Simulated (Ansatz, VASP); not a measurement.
**WSe2 in VASP and in Ansatz**

INCAR

```
ALGO = Normal
EDIFF = 1E-7
ENCUT = 520
GGA = PS
ISIF = 2
ISMEAR = 0
IVDW = 12
LASPH = T
LCHARG = F
LREAL = F
LWAVE = F
NBANDS = 20
NELM = 80
PREC = Accurate
SIGMA = 0.05
```

KPOINTS

```
k-points
0
Gamma
  12 12 2
```

POSCAR

```
WSe2
1.0
    3.4114494262      0.0000000000      0.0000000000
   -1.7057247131      2.9544018668      0.0000000000
    0.0000000000      0.0000000000     15.7574204158
W Se
1 2
Direct
    0.0000000000      0.0000000000      0.0000000000
    0.3333333333      0.6666666667      0.0997865200
    0.3333333333      0.6666666667      0.9002134800
```

Input for Ansatz:

```yaml
crystal:
  lattice:
    - [3.4114494262, 0.0, 0.0]
    - [-1.7057247131, 2.9544018668, 0.0]
    - [0.0, 0.0, 15.7574204158]
  atoms:
    - { symbol: W, position: [0.0, 0.0, 0.0] }
    - { symbol: Se, position: [0.3333333333, 0.6666666667, 0.09978652] }
    - { symbol: Se, position: [0.3333333333, 0.6666666667, 0.90021348] }
basis:
  ecutwfc: 420
kpoints:
  mp_grid: { grid: [12, 12, 2] }
hamiltonian:
  xc: pbesol
  dispersion: d3bj
scf:
  occupations: { method: gaussian, width: 0.05 }
output:
  forces: true
  stress: true
  eigenvalues: true
```

Alike in both runs: task single point; functional PBEsol; dispersion D3(BJ); k mesh 12 × 12 × 2; occupations gaussian, width 0.05 eV; no spin polarisation.

|  | VASP | Ansatz |
| --- | --- | --- |
| version | VASP 6.6.1 | Ansatz 0.2.0 |
| potentials or method | VASP PAW PBE potentials, release 64 (W_sv, Se) | scalar-relativistic, plane waves, PAW |
| plane-wave cutoff (eV) | 520 | 420 |
| valence electrons in the cell | 26 | 46 |

Ansatz gave:

```
gap on the k mesh at the Fermi level (eV) : 0.81
least direct gap on the mesh (eV)         : 1.12
rms of the force components (eV/Å)        : 0.408
```

Question: What did VASP give for the same quantities?

Answer: gap on the k mesh at the Fermi level (eV): 0.80; least direct gap on the mesh (eV): 1.11; rms of the force components (eV/Å): 0.438.

Atom by atom the forces differ by 0.029 eV/Å (rms over components). The two sets of potentials don't hold the same shells in valence.

Caveats: the PAW data sets were made with another functional, which shifts forces and pressure a little (VASP); spin-orbit coupling is left out, which moves the levels of the heavy elements. As with any semilocal functional, this PBEsol gap is likely too small.
